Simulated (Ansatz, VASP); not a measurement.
# SnPtSe4: VASP beside Ansatz, part 2 of 2

Wanted: the spread between two codes on one cell, functional and k mesh. The cell is taken from a series of runs on this material, whose earlier steps may have relaxed, scaled, displaced or heated it; both programs get it as it stands. Other levels of theory on this material are compared in a session of their own.

VASP 6.6.1 and Ansatz 0.2.0.

So far: Set-up; VASP: single point, PBE, spin-orbit coupling.

## Step 3: Ansatz: single point, PBE, spin-orbit coupling

Level of this step: Ansatz beside VASP: Kohn-Sham DFT, plane waves, PBE, spin-orbit coupling (Ansatz).

Ansatz runs on its fully relativistic PAW (standard-fr) files.

The same cell, functional, mesh and smearing now go to Ansatz, which takes its cutoff from its data sets.

input.yaml

```yaml
crystal:
  lattice:
    - [3.7675, 0.0, 0.0]
    - [-1.88375, 3.2627507088, 0.0]
    - [0.0, 0.0, 22.7367280191]
  atoms:
    - { symbol: Se, position: [0.6666666667, 0.3333333333, 0.7036911283] }
    - { symbol: Pt, position: [0.0, 0.0, 0.646967412] }
    - { symbol: Se, position: [0.3333333333, 0.6666666667, 0.5904018951] }
    - { symbol: Se, position: [0.3333333333, 0.6666666667, 0.4359107585] }
    - { symbol: Sn, position: [0.0, 0.0, 0.3644229463] }
    - { symbol: Se, position: [0.6666666667, 0.3333333333, 0.2932235047] }
kpoints:
  mp_grid: { grid: [12, 12, 1] }
  band_path:
    path:
      - [0.3333333333333, 0.3333333333333, 0.0]
      - [0.0, 0.0, 0.0]
      - [0.5, 0.0, 0.0]
      - [0.3333333333333, 0.3333333333333, 0.0]
    npoints: 20
scf:
  occupations: { method: fermi_dirac, width: 0.02 }
  n_extra_bands: 20
hamiltonian:
  xc: pbe
  pseudopotentials: { kind: paw_fr }
output:
  forces: true
  write_potential: true
  volumetric_format: []
  fatbands: true
efield:
  axis: 3
  dipole_correction: true
magnetization:
  noncollinear: true
  spin_orbit: true
```

The run is started by

```console
> ansatz run input.yaml --threads 4 --pin off --max-ram 12288MiB --backend cpu --events-out ev --progress --plain --runs-dir out
```

Numbers of over 12 decimals in the logs are rounded to 6 here.

Log:

```text
scf.n_extra_bands = 20 over 96 filled bands (N_el = 96.0): the run solves 116 bands
Engine: ansatz 0.2.0, aarch64-unknown-linux-gnu
Pseudopotentials: kind: paw_fr
Pseudopotential: Se, paw_fr, valence charge 16, recommended cutoff 420 eV (normal), Se.paw.azcp#standard-fr
Pseudopotential: Pt, paw_fr, valence charge 18, recommended cutoff 420 eV (normal), Pt.paw.azcp#standard-fr
Pseudopotential: Sn, paw_fr, valence charge 14, recommended cutoff 420 eV (normal), Sn.paw.azcp#standard-fr
Functional definition: PBE
  parameter kappa = 0.804
  parameter beta = 0.066725
  exchange = pbe_x(kappa = kappa, mu = beta*pi^2/3)
  correlation = pbe_c(beta = beta)
non-collinear run that drives no moment, with spin-orbit: no starting moment large enough to seed its density (crystal.atoms[].spin), no starting occupations that ask for one, no magnetisation constraint and no magnetic field, so the semilocal B_xc is pinned to zero
Crystal: 6 atoms, lattice volume = 279.489 Å³
Basis set: ecut = 420 eV, 5499 PW (Γ), exchange–correlation on 54×54×320 points (8 copies of the dense FFT grid, shifted against one another)
Bands: 116, of which v1, the nominal top of the filled ones, is band 96 counted from 1 (95 counted from 0)
Symmetry: 6 space group operations + 6 with time reversal
Space group: P3m1 (ITA 156), of the structure as read, at distance tolerance 6.5e-5 Å
k-points: 19 of 144 (time reversal used)
Projection manifold: j_resolved (fully-relativistic pseudo-atomic orbitals)
Non-local potential: Se, projectors of the file, l = 0: 2, l = 1: 4, l = 2: 6, l = 3: 2
Non-local potential: Pt, projectors of the file, l = 0: 3, l = 1: 4, l = 2: 4, l = 3: 2
Non-local potential: Sn, projectors of the file, l = 0: 2, l = 1: 4, l = 2: 4, l = 3: 4
PAW form: soft (Blöchl's): semilocal exchange-correlation on the pseudo side does not see the compensation charge
PAW one-centre angular grid: Se, 590 points (default); XC on 96 Gauss nodes
PAW one-centre angular grid: Pt, 590 points (default); XC on 64 Gauss nodes
PAW one-centre angular grid: Sn, 590 points (default); XC on 64 Gauss nodes
Initial density: superposition of atomic densities (neutral atoms: chi_scale 0, normalization atom)
Initial wavefunctions: pseudopotential atomic-orbital guess
Functional: x = pbe(κ = 0.804, μ = 0.219515), c = pbe(β = 0.066725)
SCF iter   1: F=—  HF=-40464.165485 eV  |F-HF|=—  |Δ(HF+E_count)|=         —  Δρ=4.29e-2  dr2=6.01e0  dr2_m=0.00e0 (ungated)  ethr=3.10e-3  |M|=0.00e0 ∫|m|=0.00e0 μB  |m|>n=0.0e0 m-floor=0.0e0 τ_xc=0.0e0  β_m=1.00  p=0.000 e·Å  D=3.62e-6 V/Å  ΔV_dip=-0.00 eV  dr2_dipole=4.92e-2  V_vac-E_F(+/−)=5.46/5.46 eV  ⟨swp⟩=7.5  Hψ=10034  notcnv=0  defer=132
efield: sawtooth ramp at fractional position 0.9485 (placed from the atoms, in the widest stretch of the axis that holds none; the zero of the levels goes with the place), width 0.1000; the density the first Hamiltonian is built on has a dipole p = 0.000 e·Å; the dipole correction subtracts the counter field D = 3.62e-6 V/Å, which shifts the + side's vacuum level by -0.00 eV against the − side's; the planar-averaged density in the ramp window peaks in size at 1.3e-5 e/Å³
preconditioner: auto → LDOS  [insulator: Δε(μ)=0.086 eV  Ē_g=9.569 eV  σ=0.020 eV  W_gap=0.73  n_scr=70 (ndim 8)  ℏωp=13.7 eV  f_vac=0.478  D(μ)=2.03/eV (n_scr^D=8)  ε∞_Penn≈3.0  β→1.0]
spin=Noncollinear: LDOS preconditioning applied to the charge; magnetization (m_x, m_y, m_z) channels mix plain (no charge-response kernel on spin).
SCF iter   2: F=—  HF=-40463.480363 eV  |F-HF|=—  |Δ(HF+E_count)|=   6.85e-1  Δρ=2.40e-2  dr2=1.63e0  dr2_m=0.00e0 (ungated)  ethr=3.10e-3  |M|=0.00e0 ∫|m|=0.00e0 μB  |m|>n=0.0e0 m-floor=0.0e0 τ_xc=0.0e0  β_m=0.83  p=-0.038 e·Å  D=-2.48e-2 V/Å  ΔV_dip=0.56 eV  dr2_dipole=8.93e-2  V_vac-E_F(+/−)=5.68/5.11 eV  ⟨swp⟩=3.0  Hψ=4614  notcnv=0  defer=256
SCF iter   3: F=—  HF=-40463.116074 eV  |F-HF|=—  |Δ(HF+E_count)|=   3.64e-1  Δρ=5.12e-3  dr2=1.55e-1  dr2_m=0.00e0 (ungated)  ethr=1.70e-3  |M|=0.00e0 ∫|m|=0.00e0 μB  |m|>n=0.0e0 m-floor=0.0e0 τ_xc=0.0e0  β_m=0.73  p=-0.028 e·Å  D=-1.84e-2 V/Å  ΔV_dip=0.42 eV  dr2_dipole=1.11e-2  V_vac-E_F(+/−)=5.51/5.09 eV  ⟨swp⟩=2.9  Hψ=4062  notcnv=0  defer=258
SCF iter   4: F=—  HF=-40463.089953 eV  |F-HF|=—  |Δ(HF+E_count)|=   2.61e-2  Δρ=2.64e-3  dr2=6.26e-2  dr2_m=0.00e0 (ungated)  ethr=1.62e-4  |M|=0.00e0 ∫|m|=0.00e0 μB  |m|>n=0.0e0 m-floor=0.0e0 τ_xc=0.0e0  β_m=0.60  p=0.010 e·Å  D=6.50e-3 V/Å  ΔV_dip=-0.15 eV  dr2_dipole=4.87e-3  V_vac-E_F(+/−)=5.31/5.46 eV  ⟨swp⟩=2.9  Hψ=4011  notcnv=0  defer=262
SCF iter   5: F=—  HF=-40463.080093 eV  |F-HF|=—  |Δ(HF+E_count)|=   9.86e-3  Δρ=9.59e-4  dr2=7.64e-3  dr2_m=0.00e0 (ungated)  ethr=6.52e-5  |M|=0.00e0 ∫|m|=0.00e0 μB  |m|>n=0.0e0 m-floor=0.0e0 τ_xc=0.0e0  β_m=0.53  p=-0.007 e·Å  D=-4.34e-3 V/Å  ΔV_dip=0.10 eV  dr2_dipole=1.77e-3  V_vac-E_F(+/−)=5.36/5.26 eV  ⟨swp⟩=2.1  Hψ=2644  notcnv=0  defer=262
[...]
WARN: The output density's exchange-correlation potential varies sharply where the density is thin. Do not read a vacuum level from v_tot or v_xc, or from such a field of the output density. On a cell that repeats whose density bears no net charge and no dipole along the vacuum's axis use v_es (v_loc + v_h of the components); under efield.dipole_correction with no amplitude use v_es + v_field, which holds any externa [...]
SCF converged after 12 iterations
Magnetization: |M| = 0.0000 μB,  M = (+0.0000, +0.0000, +0.0000) μB
Absolute magnetization: 0.0000 μB (∫|m|)
  site 0: m = (+0.0000, +0.0000, +0.0000) μB, |m| = 0.0000 μB  (R = 1.04 Å)
  site 1: m = (+0.0000, +0.0000, +0.0000) μB, |m| = 0.0000 μB  (R = 1.04 Å)
  site 2: m = (+0.0000, +0.0000, +0.0000) μB, |m| = 0.0000 μB  (R = 1.04 Å)
  site 3: m = (+0.0000, +0.0000, +0.0000) μB, |m| = 0.0000 μB  (R = 1.12 Å)
  site 4: m = (+0.0000, +0.0000, +0.0000) μB, |m| = 0.0000 μB  (R = 1.12 Å)
  site 5: m = (+0.0000, +0.0000, +0.0000) μB, |m| = 0.0000 μB  (R = 1.12 Å)
Free energy (F): -40463.079026 eV
Harris-Foulkes:  -40463.079026 eV  (|F-HF|=1.05e-8)
Internal energy: -40463.079025 eV  (E = F + TS)
E sigma→0 (E₀):  -40463.079025 eV
Entropy (-TS):   -0.000001 eV (-0.000 meV/atom)
Fermi energy:    2.447772 eV
Dipole field:    D = -0.000156 V/Å  (p = -0.000241 e·Å, saw-weighted, corrected)
Work function:   Φ+ = 5.3158 eV   Φ− = 5.3123 eV
Levels:          The Fermi level and band energies are counted from a zero that moves with the ramp; work functions are not
--- Per-component energies (eV) ---
  E_band       = -2607.216879
  E_kinetic    = 1297.599233
  E_local      = -73023.795263  (includes V_loc(G=0)·N_el)
  E_nonlocal   = -2223.925804
  E_hartree    = 35953.221483
  E_xc         = -1059.747013
  E_vxc        = -789.866837  (∫ρ·V_xc dr)
  E_paw        = -21271.582088  (= ΣΔE_a)
  E_vpaw       = 226.337861  (= ΣTr[D̂ρ^β])
  E_aug_tail   = -0.002271  (compensation charges beyond the density's cutoff)
  E_efield     = 0.000000  (sawtooth field / dipole correction)
  E_vefield    = 0.004488  (∫n·V_field dr)
  E_ewald      = 19865.152698
  E_smearing   = -0.000001  (= −TS)
  E_closure    = -0.000000  (closes the sum)
  Σ components = -40463.079026   (vs F -40463.079026, Δ=0.00e0)
--- Forces (eV/Å), atoms counted from 1 ---
  atom   1  Se     0.00000000    -0.00000000     0.11482456
  atom   2  Pt     0.00000000     0.00000000     0.04959642
  atom   3  Se    -0.00000000     0.00000000    -0.01058815
  atom   4  Se    -0.00000000    -0.00000000    -0.00460241
  atom   5  Sn    -0.00000000    -0.00000000    -0.04179156
  atom   6  Se     0.00000000     0.00000000    -0.10743679
  max |Σ_I F_I| component: 2.07e-6 eV/Å
--- Band table (eV; the first three rows and the last of 19) ---
  k-point 0: bands = [... 92 lower, 2.0071, 2.0071, 2.1714, 2.1714, 3.7537, 3.7537, 4.9187, 4.9187, ... 16 higher]
  k-point 1: bands = [... 92 lower, 1.9522, 1.9991, 2.1670, 2.1728, 4.0984, 4.1090, 4.4737, 4.4758, ... 16 higher]
  k-point 2: bands = [... 92 lower, 1.9855, 2.0501, 2.1634, 2.1676, 3.6878, 3.6913, 4.2671, 4.2782, ... 16 higher]
  k-point 18: bands = [... 92 lower, 1.0222, 1.1689, 1.2894, 1.3205, 3.5771, 3.5777, 3.8367, 3.8373, ... 16 higher]
```

## Step 4: Side by side

Known differences besides the potentials themselves: spin-orbit coupling enters by fully relativistic files in Ansatz and inside the spheres in VASP; the data sets hold 96 valence electrons in Ansatz (on its fully relativistic PAW (standard-fr) files) and 48 in VASP; the cutoff is 420 eV in Ansatz and 400 eV in VASP. Total energies have different zeros and are not compared.

The two programs side by side:

```
              quantity  Ansatz   VASP  difference
gap on the k mesh (eV)   0.424  0.419      +0.005
```

Forces (eV/Å; atoms numbered as in POSCAR):

```
atom        Ansatz x, y, z          VASP x, y, z
 Se1   0.000, 0.000, 0.115   0.000, 0.000, 0.127
 Se2  0.000, 0.000, -0.011  0.000, 0.000, -0.024
 Se3  0.000, 0.000, -0.005   0.000, 0.000, 0.015
 Se4  0.000, 0.000, -0.107  0.000, 0.000, -0.126
 Pt5   0.000, 0.000, 0.050   0.000, 0.000, 0.050
 Sn6  0.000, 0.000, -0.042  0.000, 0.000, -0.043
```

The forces differ by 7.6 meV/Å r.m.s., which is 16.8 % of the r.m.s. force of 0.045 eV/Å (both taken over all components). A gap on the mesh is an upper bound, since the band edges may lie between its points. With vacuum in the cell, a pressure given here is an average over mostly empty space and none of the material.

## Step 5: Summary of results

| Item | Value |
| --- | --- |
| r.m.s. force difference (single point, PBE, spin-orbit coupling) | 7.6 meV/Å |

The r.m.s. force difference is 7.6 meV/Å (single point, PBE, spin-orbit coupling), within the 12 meV/Å picked in this series as the mark of a large difference. The data sets hold unlike numbers of valence electrons (96 in Ansatz and 48 in VASP), so part of the differences comes from the potentials. 4 further runs of this series are not shown here. Such differences can come from data sets, numerical settings and the points named under the comparisons, not from the functional's error against experiment.

[Lines on the potential files, build, host, timing and source positions are cut from VASP's logs without a mark.]

[Logs are printed without paths, hosts, clocks, repeated set-up lines and the standing remarks that a program may print on its own settings, such as how far it seeks lower states.]

[Hosts, paths, dates, database ids (printed as entryN), source tags and the programs' standing remarks are cut or masked in the printed files.]
